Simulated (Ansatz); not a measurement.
Ansatz input

```yaml
crystal:
  lattice:
    - [0.0, 2.457093201, 2.457093201]
    - [2.457093201, 0.0, 2.457093201]
    - [2.457093201, 2.457093201, 0.0]
  atoms:
    - { symbol: Fe, position: [0.125, 0.125, 0.125], spin: 2.5 }
    - { symbol: Fe, position: [0.875, 0.875, 0.875], spin: 2.5 }
hamiltonian:
  xc: rpbe
  pseudopotentials:
    kind: paw
    azcp:
      Fe: "pseudopotentials/Fe.paw.azcp"
basis:
  ecutwfc: 420
  fft_grid_basis: typed
kpoints:
  mp_grid: { grid: [18, 18, 18], shift: [0, 0, 0] }
magnetization:
  spin_polarized: true
scf:
  occupations: { method: fermi_dirac, width: 0.05 }
```

Output

```
Engine: ansatz 0.2.0, aarch64-unknown-linux-gnu
Pseudopotentials: kind: paw
Pseudopotential: Fe, paw, valence charge 16, recommended cutoff 420 eV (normal) 
Functional definition: RPBE
  parameter kappa = 0.804
  parameter beta = 0.06672455060314922
  exchange = rpbe_x(kappa = kappa, mu = beta*pi^2/3)
  correlation = pbe_c(beta = beta)
Crystal: 2 atoms, lattice volume = 29.668 Å³
Basis set: ecut = 420 eV, 561 PW (Γ)
Bands: 23, of which v1, the nominal top of the filled ones, is band 16 counted from 1 (15 counted from 0)
Symmetry: 48 space group operations
Space group: Fd-3m (ITA 227), of the structure as read, at distance tolerance 3.1e-5 Å
Magnetic group: BNS 227.128 (UNI 1630), of the structure as read, at distance tolerance 3.1e-5 Å
k-points: 195 of 5832
Non-local potential: Fe, projectors of the file, l = 0: 3, l = 1: 2, l = 2: 3, l = 3: 1
PAW form: soft (Blöchl's): semilocal exchange-correlation on the pseudo side does not see the compensation charge
PAW frozen core: Fe, regenerated for the run's functional, and the local potential with it (the file was generated under x = pbe(κ = 0.804, μ = 0.2195149727645171), c = pbe(β = 0.06672455060314922))
PAW one-centre angular grid: Fe, 590 points (default); XC on 64 Gauss nodes
Initial density: superposition of atomic densities (chi_scale 0.1, normalization cell)
Starting moments: Σ|m| = 5 μB on 2 of 2 sites
Initial wavefunctions: pseudopotential atomic-orbital guess
Functional: x = rpbe, c = pbe(β = 0.06672455060314922)
SCF iter   1: F=—  HF=-8967.062526 eV  |F-HF|=—  |Δ(HF+E_count)|=         —  Δρ=2.16e-1 (↑2.16e-1 ↓1.51e-1)  dr2=1.12e0  dr2_m=8.92e0  M=1.198 μB ∫|m|=1.219 μB  β_m=0.30  ethr=3.10e-3  ⟨swp⟩=5.5  Hψ=34130  notcnv=0
Mixer restart at iter 1: flushing history
spin=Collinear: Kerker preconditioning applied to the charge; magnetization (m = ρ↑ − ρ↓) channel mixes plain (no charge-response kernel on spin).
SCF iter   2: F=—  HF=-8966.583971 eV  |F-HF|=—  |Δ(HF+E_count)|=   4.79e-1  Δρ=1.39e-1 (↑1.39e-1 ↓1.29e-1)  dr2=2.48e-1  dr2_m=4.80e0  M=1.062 μB ∫|m|=1.087 μB  β_m=0.65  ethr=3.10e-3  ⟨swp⟩=2.0  Hψ=14354  notcnv=0  defer=252
SCF iter   3: F=—  HF=-8968.241380 eV  |F-HF|=—  |Δ(HF+E_count)|=    1.66e0  Δρ=6.10e-2 (↑6.10e-2 ↓2.30e-2)  dr2=3.33e-1  dr2_m=3.93e-1  M=0.381 μB ∫|m|=0.432 μB  β_m=0.62  ethr=7.75e-4  ⟨swp⟩=3.4  Hψ=19365  notcnv=0  defer=252
SCF iter   4: F=—  HF=-8967.954592 eV  |F-HF|=—  |Δ(HF+E_count)|=   2.87e-1  Δρ=1.56e-2 (↑5.63e-3 ↓1.56e-2)  dr2=1.29e-1  dr2_m=1.67e-2  M=0.196 μB ∫|m|=0.250 μB  β_m=0.81  ethr=7.75e-4  ⟨swp⟩=3.1  Hψ=20543  notcnv=0  defer=231
SCF iter   5: F=—  HF=-8967.911958 eV  |F-HF|=—  |Δ(HF+E_count)|=   4.26e-2  Δρ=9.53e-3 (↑6.56e-3 ↓9.53e-3)  dr2=4.15e-2  dr2_m=1.50e-3  M=0.015 μB ∫|m|=0.038 μB  β_m=0.91  ethr=4.03e-4  ⟨swp⟩=2.5  Hψ=15050  notcnv=0  defer=230
SCF iter   6: F=—  HF=-8967.928534 eV  |F-HF|=—  |Δ(HF+E_count)|=   1.66e-2  Δρ=5.86e-3 (↑5.86e-3 ↓4.16e-3)  dr2=1.79e-2  dr2_m=2.89e-4  M=0.032 μB ∫|m|=0.044 μB  β_m=0.95  ethr=1.30e-4  ⟨swp⟩=2.0  Hψ=13512  notcnv=0  defer=202
SCF iter   7: F=—  HF=-8967.927750 eV  |F-HF|=—  |Δ(HF+E_count)|=   7.85e-4  Δρ=1.70e-3 (↑1.70e-3 ↓5.42e-4)  dr2=3.80e-4  dr2_m=3.03e-4  M=0.021 μB ∫|m|=0.027 μB  β_m=0.98  ethr=5.59e-5  ⟨swp⟩=2.0  Hψ=14420  notcnv=0  defer=202
SCF iter   8: F=—  HF=-8967.927865 eV  |F-HF|=—  |Δ(HF+E_count)|=   1.16e-4  Δρ=5.26e-4 (↑5.26e-4 ↓2.91e-4)  dr2=1.63e-4  dr2_m=4.95e-6  M=0.004 μB ∫|m|=0.006 μB  β_m=0.99  ethr=1.19e-6  ⟨swp⟩=2.5  Hψ=14682  notcnv=0  defer=199
SCF iter   9: F=—  HF=-8967.927838 eV  |F-HF|=—  |Δ(HF+E_count)|=   2.75e-5  Δρ=1.27e-4 (↑1.16e-4 ↓1.27e-4)  dr2=2.16e-7  dr2_m=3.94e-6  M=0.002 μB ∫|m|=0.003 μB  β_m=0.99  ethr=5.08e-7  ⟨swp⟩=2.0  Hψ=11864  notcnv=0  defer=199
SCF iter  10: F=—  HF=-8967.927838 eV  |F-HF|=—  |Δ(HF+E_count)|=   9.35e-8  Δρ=2.84e-5 (↑7.84e-6 ↓2.84e-5)  dr2=2.57e-7  dr2_m=5.25e-8  M=-0.000 μB ∫|m|=0.000 μB  β_m=1.00  ethr=6.74e-10  ⟨swp⟩=2.0  Hψ=15456  notcnv=0  defer=198
SCF iter  11: F=—  HF=-8967.927838 eV  |F-HF|=—  |Δ(HF+E_count)|=   1.08e-7  Δρ=6.22e-6 (↑6.22e-6 ↓6.05e-6)  dr2=4.24e-8  dr2_m=1.54e-10  M=0.000 μB ∫|m|=0.000 μB  β_m=1.00  ethr=6.74e-10  ⟨swp⟩=2.1  Hψ=11859  notcnv=0  defer=198
SCF iter  12: F=—  HF=-8967.927838 eV  |F-HF|=—  |Δ(HF+E_count)|=   9.72e-9  Δρ=1.41e-6 (↑1.41e-6 ↓7.08e-7)  dr2=9.07e-10  dr2_m=4.07e-11  M=0.000 μB ∫|m|=0.000 μB  β_m=1.00  ethr=1.33e-10  ⟨swp⟩=1.0  Hψ=22597  notcnv=0
SCF iter  13: F=-8967.927838 eV  HF=-8967.927838 eV  |F-HF|=1.09e-11  |Δ(HF+E_count)|=  1.09e-11  Δρ=1.46e-7 (↑1.46e-7 ↓1.03e-7)  dr2=1.20e-11  dr2_m=1.65e-13  M=-0.000 μB ∫|m|=0.000 μB  ethr=2.83e-12  ⟨swp⟩=2.4  Hψ=17248  notcnv=0
SCF 1 converged in 13 iterations: F = -8967.927838 eV  dr2 = 1.20e-11
WARN: the starting moments were not kept: the SCF closed with an absolute magnetisation of 1.8e-6 μB, where they sum to 5 μB in size (2 sites). That is at most 0.1 of that sum. Measured as dr2_m measures the in/out step, that magnetisation stands 2.3e-12 eV from none, at or under the dr2_threshold of 1.0e-7 eV: it is no larger than a step whose dr2_m would equal this threshold. The system may hold no moment; this SCF shows only that its start led to no more than that. To try another start: raise the starting moments (crystal.atoms[].spin, magnetization.per_species, magnetization.initial_magnetization, or on a non-collinear deck that types none of these the spinor_matrix: blocks that start its atoms; where the total moment is fixed, keep their sum and leave initial_magnetization as it is; typed ones take the place of any that the run laid by itself, positive ones on a crystal's lanthanoids without a Hubbard term where scf.initial_density.shell_occupations: [] is typed) or, if the notice of its spin-set hold's release reads "site moments contracting" or "site moments show no strong build", lengthen the hold (scf.mixing.spin_hold: { on: { confirm: 4 } }; for m-r²SCAN on two components see the key's manual first). Each may lead to a state that holds a moment. A second SCF, from the converged charge density, with the starting moments and any scf.initial_density.shell_occupations laid on it anew, would have followed, and was not run: the deck does not ask for one (magnetization.retry_lost_moments is false, the default). To let it run, set magnetization.retry_lost_moments: true and run the deck again, where that key's refused combinations let it; where memory then withholds it, that run's warning says so.
SCF converged after 13 iterations
Magnetization: -0.0000 μB (16.0000 up, 16.0000 down)
Absolute magnetization: 0.0000 μB (∫|ρ↑−ρ↓|, with the PAW one-centre terms)
Spin contamination: 0.0000 ħ² per cell (⟨S²⟩ above its minimum at these occupations)
Per-site moments (μB) at R_I (Å): [(-7.469436240669317e-7, 0.8777608667569596), (-7.469436240314259e-7, 0.8777608667569596)]
Free energy (F): -8967.927838 eV
Harris-Foulkes:  -8967.927838 eV  (|F-HF|=1.09e-11)
Internal energy: -8967.906283 eV  (E = F + TS)
E sigma→0 (E₀):  -8967.917061 eV
Entropy (-TS):   -0.021555 eV (-10.777 meV/atom)
Fermi energy:    13.245242 eV
--- Per-component energies (eV) ---
  E_band       = -594.636300
  E_kinetic    = 710.702584
  E_local      = -5349.023049  (includes V_loc(G=0)·N_el)
  E_nonlocal   = 432.743801
  E_hartree    = 2257.910514
  E_xc         = -235.447810
  E_vxc        = -302.638640  (∫ρ·V_xc dr)
  E_paw        = -2743.865492  (= ΣΔE_a)
  E_vpaw       = -602.243480  (= ΣTr[D̂ρ^β])
  E_aug_tail   = 0.001764  (compensation charges beyond the density's cutoff)
  E_ewald      = -4040.832356
  E_core_change = -0.096238  (= ΣΔE_core)
  E_smearing   = -0.021555  (= −TS)
  E_closure    = -0.000000  (closes the sum)
  Σ components = -8967.927838   (vs F -8967.927838, Δ=0.00e0)
```
